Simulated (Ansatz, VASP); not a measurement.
**SnSe: VASP beside Ansatz**

File POSCAR:

```
SnSe
1.0
    4.8078448123      0.0000000000      0.0000000000
   -2.4039224062      4.1637157449      0.0000000000
    0.0000000000      0.0000000000      5.8489403994
Sn Se
2 2
Direct
    0.3333333333      0.6666666667     -0.0622102697
    0.6666666667      0.3333333333      0.4377897303
    0.3333333333      0.6666666667      0.4372102697
    0.6666666667      0.3333333333      0.9372102697
```

File INCAR.step1:

```
SYSTEM = SnSe
ALGO     = Normal         ! electronic algorithm
EDIFF    = 1E-4           ! SCF threshold, eV
ENCUT    = 520            ! plane-wave cutoff, eV
GGA      = PE             ! functional
ISMEAR   = -1             ! smearing method
LASPH    = .TRUE.         ! aspherical terms in the spheres
LCHARG   = .FALSE.        ! write CHGCAR
LREAL    = .FALSE.        ! projectors in reciprocal space
LWAVE    = .TRUE.         ! write WAVECAR
NBANDS   = 28             ! bands
NELM     = 100            ! most SCF steps
PREC     = Accurate       ! precision mode
SIGMA    = 0.02           ! smearing width, eV
```

The input INCAR.step2:

```
SYSTEM = SnSe
ALGO     = Normal         ! electronic algorithm
EDIFF    = 1E-6           ! SCF threshold, eV
ENCUT    = 520            ! plane-wave cutoff, eV
ISIF     = 2              ! what is computed and relaxed
ISMEAR   = -1             ! smearing method
ISTART   = 1            
LASPH    = .TRUE.         ! aspherical terms in the spheres
LCHARG   = .TRUE.         ! write CHGCAR
LELF     = .TRUE.         ! ELF
LMIXTAU  = .TRUE.       
LREAL    = .FALSE.        ! projectors in reciprocal space
LVHAR    = .TRUE.       
LWAVE    = .FALSE.        ! write WAVECAR
METAGGA  = R2SCAN         ! meta-GGA
NBANDS   = 28             ! bands
NELM     = 100            ! most SCF steps
PREC     = Accurate       ! precision mode
SIGMA    = 0.02           ! smearing width, eV
```

KPOINTS

```
k-points
0
G
  6 6 4
  0 0 0
```

Input for Ansatz:

```yaml
crystal:
  lattice:
    - [4.8078448123, 0.0, 0.0]
    - [-2.4039224062, 4.1637157449, 0.0]
    - [0.0, 0.0, 5.8489403994]
  atoms:
    - { symbol: Sn, position: [0.3333333333, 0.6666666667, -0.0622102697] }
    - { symbol: Sn, position: [0.6666666667, 0.3333333333, 0.4377897303] }
    - { symbol: Se, position: [0.3333333333, 0.6666666667, 0.4372102697] }
    - { symbol: Se, position: [0.6666666667, 0.3333333333, 0.9372102697] }
kpoints:
  mp_grid: { grid: [6, 6, 4] }
  band_path:
    path:
      - [0.0, 0.0, 0.0]
      - [0.5, 0.0, 0.0]
      - [0.3333333333, 0.3333333333, 0.0]
      - [0.0, 0.0, 0.5]
      - [0.5, 0.0, 0.5]
      - [0.3333333333, 0.3333333333, 0.5]
      - [0.316406, 0.333333, 0.497396]
      - [0.315755, 0.331055, 0.497396]
    npoints: 1
hamiltonian:
  xc: r2scan
scf:
  occupations: { method: fermi_dirac, width: 0.02 }
  n_extra_bands: 5
output:
  forces: true
  stress: true
  eigenvalues: true
  write_density: true
  write_potential: true
  elf: true
  volumetric_format: npy
```

Change from the starting cell: hydrostatic strain -5.3%.

Alike in both runs: task single point; functional r2SCAN; k mesh 6 × 6 × 4; occupations fermi-dirac, width 0.02 eV; no spin polarisation.

```csv
,VASP,Ansatz
version,VASP 6.6.1,Ansatz 0.2.0
potentials or method,"VASP PAW PBE potentials, release 64 (Sn_d, Se)","plane waves, PAW"
plane-wave cutoff (eV),520,500
valence electrons in the cell,40,60
```

```csv
,VASP,Ansatz,Ansatz less VASP
pressure (GPa),7.6,7.6,-0.03
largest component of the traceless stress (GPa),1.22,1.22,+0.001
```

The two sets of potentials don't hold the same shells in valence.

Caveats: the PAW data sets were made with another functional, which shifts forces and pressure a little (VASP); spin-orbit coupling is left out, which moves the levels of the heavy elements. A k mesh can miss the band edges.
